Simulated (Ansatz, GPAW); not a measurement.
This is a calculation of Hg for GPAW 26.7.0 (ASE script). 

File run.py:

```python
from ase.dft.bandgap import bandgap
from ase.io import read, write
from ase.units import GPa
from gpaw import GPAW, PW, setup_paths

setup_paths.insert(0, '.')

atoms = read('POSCAR')

calc = GPAW(mode=PW(600),
            xc='PBEsol',
            kpts={'size': (10, 10, 10), 'gamma': True},
            occupations={'name': 'methfessel-paxton', 'order': 0, 'width': 0.1},
            nbands=13,
            convergence={'density': 1e-05, 'energy': 1e-05},
            maxiter=150,
            txt='gpaw.txt')
atoms.calc = calc
energy = atoms.get_potential_energy()
forces = atoms.get_forces()
stress = atoms.get_stress()
calc.write('gs.gpw')
write('result.traj', atoms)
print(f'Energy: {energy:.6f} eV')
print('Forces (eV/A):')
print(forces.round(4))
print('Stress (GPa):', (stress / GPa).round(3))
print('Fermi level:', round(calc.get_fermi_level(), 4), 'eV')
print(f'Gap: {bandgap(calc)[0]:.4f} eV, direct: {bandgap(calc, direct=True)[0]:.4f} eV')
```

File POSCAR:

```
Hg
1.0
   -1.8767364354      1.8767364354      1.9168448550
    1.8767364354     -1.8767364354      1.9168448550
    1.8767364354      1.8767364354     -1.9168448550
Hg
1
Direct
    0.5000000000      0.5000000000      0.0000000000
```

Potentials or basis: PAW data sets generated in the run's folder for this functional, pw.

Command:

```sh
$ gpaw-setup -f PBEsol Hg
$ OMP_NUM_THREADS=1 python run.py
```

Set up the same calculation for Ansatz 0.2.0. Potentials or basis there: Ansatz PAW, cutoff 420 eV.

As run (cutoffs and basis follow the program's own potentials, and thresholds, step limits or extra output files can differ):

input.yaml

```yaml
crystal:
  lattice:
    - [-1.8767364354, 1.8767364354, 1.916844855]
    - [1.8767364354, -1.8767364354, 1.916844855]
    - [1.8767364354, 1.8767364354, -1.916844855]
  atoms:
    - { symbol: Hg, position: [0.5, 0.5, 0.0] }
hamiltonian:
  xc: pbesol
  pseudopotentials: { kind: paw }
kpoints:
  mp_grid: { grid: [10, 10, 10] }
scf:
  occupations: { method: gaussian, width: 0.1 }
output:
  forces: true
  stress: true
  eigenvalues: true
```

Potentials or basis: Ansatz PAW.

Launch:

```console
$ ansatz run input.yaml --threads 1 --pin off --max-ram 3584MiB --backend cpu --events-out ev --progress --plain --runs-dir out
```

Both were run:

|  | GPAW | Ansatz |
| --- | --- | --- |
| Pressure | -2.6 GPa | -2.4 GPa |

Ansatz's pressure holds a Pulay term of +0.03 GPa for its cutoff of 420 eV, which the other run lacks.

The potentials hold 18 and 20 valence electrons a cell.

Ansatz's potentials were made for PBE.

Where Ansatz's input types no cutoff or centring, it takes its own default and a Γ-centred mesh.

Pressure is positive in compression.
